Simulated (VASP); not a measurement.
# H2O in VASP: settings compared, part 2 of 2

VASP 6.6.1.

### Step 5. Single point, RPBE+D3(BJ)

INCAR

```
SYSTEM = H2O
  ALGO = Normal
  EDIFF = 1E-7
  ENCUT = 400
  GGA = RP
  ISIF = 2
  ISMEAR = 0
  ISYM = 0
  IVDW = 12
  LASPH = .True.
  LCHARG = .False.
  LREAL = .False.
  LWAVE = .False.
  NBANDS = 11
  NELM = 100
  PREC = Accurate
  SIGMA = 0.01
```

KPOINTS

```
k-points
0
Gamma
  1 1 1
  0 0 0
```

POSCAR

```
H2O                                     
1.0
   11.9373188901      0.0000000000      0.0000000000
    0.0000000000     12.4373188901      0.0000000000
    0.0000000000      0.0000000000     12.9373188901
  H               O             
     2     1
Selective dynamics
Direct
     0.5294104653999980    0.5204123164999999    0.4471540069000000   F   F   F
     0.5025041600184771    0.4837342503166803    0.5579277373511750   T   T   T
     0.4673059829475911    0.5081796975206878    0.4943294408892038   T   T   T
```

Potentials or basis: VASP PAW PBE potentials, release 64 (H, O).

Command:

```bash
$ cat potpaw_PBE.64/H/POTCAR potpaw_PBE.64/O/POTCAR > POTCAR
$ mpirun -np 4 vasp_gam > vasp.out
```

OUTCAR:

```text
SYSTEM = H2O
   EDIFF = 1E-7
   ENCUT = 400
   GGA = RP
   ISIF = 2
   ISMEAR = 0
   ISYM = 0
   IVDW = 12
   LASPH = .True.
   LREAL = .False.
   NELM = 100
   PREC = Accurate
 IVDW          = 12

 ion  position               nearest neighbor table
   1  0.529  0.520  0.447-   3 0.97
   2  0.503  0.484  0.558-   3 0.97
   3  0.467  0.508  0.494-   1 0.97   2 0.97

IMPORTANT INFORMATION: All symmetrisations will be switched off!
NOSYMM: (Re-)initialisation of all symmetry stuff for point group C_1.

----------------------------------------------------------------------------------------

                                     Primitive cell

  volume of cell :    1920.7810

  direct lattice vectors                    reciprocal lattice vectors
    11.937318890  0.000000000  0.000000000     0.083770904  0.000000000  0.000000000
     0.000000000 12.437318890  0.000000000     0.000000000  0.080403181  0.000000000
     0.000000000  0.000000000 12.937318890     0.000000000  0.000000000  0.077295768

  length of vectors
    11.937318890 12.437318890 12.937318890     0.083770904  0.080403181  0.077295768

  position of ions in fractional coordinates (direct lattice)
     0.529410465  0.520412316  0.447154007
     0.502504160  0.483734250  0.557927737
     0.467305983  0.508179698  0.494329441

  ion indices of the primitive-cell ions
   primitive index   ion index
                 1           1
                 2           2
                 3           3

----------------------------------------------------------------------------------------

 KPOINTS: k-points

Automatic generation of k-mesh.
 Grid dimensions read from file:
 generate k-points for:    1    1    1

 Generating k-lattice:

  Cartesian coordinates                     Fractional coordinates (reciprocal lattice)
[... 54 lines left out ...]
   IMIX   =      4    mixing-type and parameters
     AMIX     =   0.40;   BMIX     =  1.00
     AMIX_MAG =   1.60;   BMIX_MAG =  1.00
  volume/ion in A,a.u.               =     640.26      4320.69
  Fermi-wavevector in a.u.,A,eV,Ry     =   0.263398  0.497750  0.943951  0.069378
  Thomas-Fermi vector in A             =   1.094359
   LORBIT       =      0    0 simple, 1 ext, 2 COOP (PROOUT), +10 PAW based schemes
   GGA     = RP    functional components
   LHFCALC =     F    Hartree Fock is set to
   AEXX    =    0.0000 exact exchange contribution
   IVDW    =    12    specifies the selected vdW correction
   LEPSILON=     F    determine dielectric tensor
   LRPA    =     F    only Hartree local field effects (RPA)
 non-spin polarized calculation
 Gauss-broadening in eV      SIGMA  =   0.01
  energy-cutoff  :      400.00
  volume of cell :     1920.78
 maximum number of plane-waves:     17449
 NGX is ok and might be reduce to    80
   NGX = 39   NGY = 41   NGZ = 43

 number of electron       8.0000008 magnetization

 Free energy of the ion-electron system (eV)
  ---------------------------------------------------
  ext. energy  EPLUGINS =         0.00000000
  ---------------------------------------------------
  free energy    TOTEN  =       -14.17208971 eV

  energy without entropy =      -14.17208971  energy(sigma->0) =      -14.17208971

 E-fermi :  -7.0744     XC(G=0):  -0.3293

 val. band max:       -7.1335746028   @ k =   0.0000   0.0000   0.0000
 cond. band min:      -1.0452849631   @ k =   0.0000   0.0000   0.0000
 fundamental gap:      6.0882896398
 Fermi energy:        -7.0744470833

 k-point     1 :       0.0000    0.0000    0.0000
  band No.  band energies     occupation
      1     -25.3011      2.00000
      2     -13.0259      2.00000
      3      -9.2141      2.00000
      4      -7.1336      2.00000
      5      -1.0453      0.00000
      6       0.2016      0.00000
      7       0.3954      0.00000
      8       0.6903      0.00000
      9       0.7970      0.00000
     10       0.8411      0.00000
     11       0.9525      0.00000
     12       1.3007      0.00000

------------------------ aborting loop because EDIFF is reached ----------------------------------------

 Edisp (eV)   -0.05355

 E8    (eV) :    -0.0192

  FORCE on cell =-STRESS in cart. coord.  units (eV):
  Direction    XX          YY          ZZ          XY          YZ          ZX
  --------------------------------------------------------------------------------------
  -------------------------------------------------------------------------------------
  Total      -0.72930    -0.84557    -0.71870    -0.00560    -0.05005    -0.01663
  in kB      -0.60833    -0.70531    -0.59948    -0.00467    -0.04175    -0.01387
  external pressure =       -0.64 kB  Pullay stress =        0.00 kB

 VOLUME and BASIS-vectors are now :
 -----------------------------------------------------------------------------
  energy-cutoff  :      400.00
  volume of cell :     1920.78
      direct lattice vectors                 reciprocal lattice vectors
    11.937318890  0.000000000  0.000000000     0.083770904  0.000000000  0.000000000
     0.000000000 12.437318890  0.000000000     0.000000000  0.080403181  0.000000000
     0.000000000  0.000000000 12.937318890     0.000000000  0.000000000  0.077295768

 POSITION                                       TOTAL-FORCE (eV/Angst)
 -----------------------------------------------------------------------------------
      6.31974      6.47253      5.78497         0.037678     -0.002608     -0.001796
      5.99855      6.01636      7.21809         0.025786     -0.002189      0.000719
      5.57838      6.32039      6.39530        -0.063464      0.004797      0.001077
 -----------------------------------------------------------------------------------
    total drift:                               -0.000444      0.000979     -0.000328

  FREE ENERGIE OF THE ION-ELECTRON SYSTEM (eV)
  ---------------------------------------------------
  free  energy   TOTEN  =       -14.2256439394 eV

  energy  without entropy=      -14.2256439394  energy(sigma->0) =      -14.22564394
```

OSZICAR:

```text
N       E                     dE             d eps       ncg     rms          rms(c)
DAV:   1     0.780008580403E+02    0.78001E+02   -0.16086E+03    32   0.255E+02
DAV:   2     0.199890608696E+02   -0.58012E+02   -0.57011E+02    44   0.508E+01
DAV:   3    -0.136262920672E+02   -0.33615E+02   -0.33574E+02    40   0.566E+01
[... 16 lines left out ...]
DAV:  20    -0.141720871421E+02   -0.25957E-05   -0.58864E-08    24   0.941E-04    0.173E-04
DAV:  21    -0.141720888957E+02   -0.17536E-05   -0.26575E-08    28   0.712E-04    0.109E-04
DAV:  22    -0.141720893220E+02   -0.42631E-06   -0.32321E-09    28   0.271E-04    0.317E-05
DAV:  23    -0.141720896410E+02   -0.31897E-06   -0.21624E-09    24   0.212E-04    0.201E-05
DAV:  24    -0.141720897110E+02   -0.70019E-07   -0.46750E-10    28   0.920E-05
   1 F= -.14225644E+02 E0= -.14225644E+02  d E =-.370010E-17
```

stdout:

```text
POSCAR found type information on POSCAR H O
 POSCAR found :  2 types and       3 ions
 scaLAPACK will be used
 -----------------------------------------------------------------------------
|                                                                             |
|                                                                             |
[... 19 lines left out ...]
|     I found NBANDS = 11. Now, NBANDS = 12.                                  |
|                                                                             |
 -----------------------------------------------------------------------------

 POSCAR, INCAR and KPOINTS ok, starting setup
 FFT: planning ... GRIDC
 FFT: planning ... GRID_SOFT
 FFT: planning ... GRID
 WAVECAR not read
 entering main loop
```

It took 36 s on 4 MPI ranks of Intel Xeon Platinum 8259CL at 2.50GHz (Skylake/Cascade Lake), shared host; peak memory 0.38 GiB.

Results:

| Item | Value |
| --- | --- |
| Free energy | -14.2256 eV |
| Largest force | 0.064 eV/Å |
| Gap between the frontier levels | 6.09 eV |
| Dispersion energy per atom | -0.018 eV |

Forces on the atoms (eV/Å):
```
H    0.038 -0.003 -0.002
H    0.026 -0.002  0.001
O   -0.063  0.005  0.001
```

Caveat: the cutoff is under 1.25 times the usual one of these potentials, so pressure, stress and relaxed cells hold a basis-set (Pulay) error; the PAW data sets were made with another functional, which shifts forces and pressure a little. Expect the measured gap to be larger: semilocal functionals such as RPBE lack the derivative discontinuity.

### Step 6. The runs side by side

| task | level | cell | atoms held fixed (from 0) | gap on the mesh (eV) | largest force (eV/Å) |
| --- | --- | --- | --- | --- | --- |
| relaxation of the atoms | PBE+D3(BJ) | atoms relaxed | [0] | 6.21 | - |
| single point | PBE | as given | - | 6.21 | 0.02 |
| single point | RPBE | as given | - | 6.09 | 0.06 |
| single point | RPBE+D3(BJ) | as given | - | 6.09 | 0.06 |

Alike in all rows: potentials or basis VASP PAW PBE potentials, release 64 (H, O); no spin polarisation; k mesh 1 × 1 × 1; cutoff (eV) 400; smearing gaussian 0.01 eV.

On the cell as given the gap runs from 6.09 eV (RPBE) to 6.21 eV (PBE).

Caveats: the cutoff is under 1.25 times the usual one of these potentials, so pressure, stress and relaxed cells hold a basis-set (Pulay) error; the PAW data sets were made with another functional, which shifts forces and pressure a little (some runs).

Absolute energies hang on the potentials; compare differences alone.
